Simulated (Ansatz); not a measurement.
**Cu₂O: field gradients at two levels of theory**

Cell: a computed structure from the Materials Project (it need not be an observed phase), taken as it stands.

```cif
data_Cu2O
_symmetry_space_group_name_H-M 'Pn-3m:1'
_symmetry_Int_Tables_number 224
_cell_length_a 4.2467
_cell_length_b 4.2467
_cell_length_c 4.2467
_cell_angle_alpha 90.000
_cell_angle_beta 90.000
_cell_angle_gamma 90.000
loop_
_atom_site_label
_atom_site_type_symbol
_atom_site_symmetry_multiplicity
_atom_site_Wyckoff_symbol
_atom_site_fract_x
_atom_site_fract_y
_atom_site_fract_z
Cu Cu 4 c 0.2500 0.2500 0.7500
O O 2 a 0.5000 0.5000 0.5000
```

One atom of each set is listed.

First run. Method: Kohn–Sham DFT in Ansatz, PBE, plane waves and PAW, scalar-relativistic, 420 eV cutoff, Γ-centred 6×6×6 k-points, Fermi–Dirac smearing 0.02 eV.

```json
{"site": "Cu", "V_zz (10²¹ V/m²)": "-5.49", "η": "0.00"}
```

Second run. The same atoms and settings, except that the functional is r2SCAN and the cutoff is 500 eV.

(1) Given the first result, estimate the second.

Answers

(1) 

| site | V_zz | η | change of V_zz |
| --- | --- | --- | --- |
| Cu | -8.05 | 0.00 | -2.56 |

The largest change of V_zz is on Cu, from -5.49 to -8.05. In per cent, |V_zz| changes by +46 on Cu (all sites that start above 0.5). Sites without a gradient aren't listed.

Semilocal functionals underestimate gradients at Cu(I) with two or three neighbours, in Cu₂O by a fifth to nearly a half.
